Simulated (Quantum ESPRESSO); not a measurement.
KBr:

```
Br K
1.0
     0.00000    3.30000    3.30000
     3.30000    0.00000    3.30000
     3.30000    3.30000    0.00000
Br K
1 1
Direct
  0.50000 0.50000 0.50000
  0.00000 0.00000 0.00000
```

Base run:

```yaml
Program: Quantum ESPRESSO 7.5
Functional: PBE
Potentials_or_basis: PseudoDojo 0.4.1 SR PBE standard
Cutoff: 1007 eV
Density_cutoff: 4027 eV
k_mesh: 6 × 6 × 6, shifted
Occupations: fermi-dirac, width 0.05 eV
Spin: no spin polarisation
```

Its results: pressure 0.7 GPa; electronic dielectric tensor (diagonal) 2.55.

**Question.** The run is repeated on the same cell with these changes: functional from PBE to BLYP. What comes out?

**Answer.** Pressure 1.5 GPa; electronic dielectric tensor (diagonal) 2.54.

BLYP binds less tightly than PBE, so the same cell stands under more pressure.

Caveats: the potentials were made for another functional, which shifts forces and pressure (some runs).
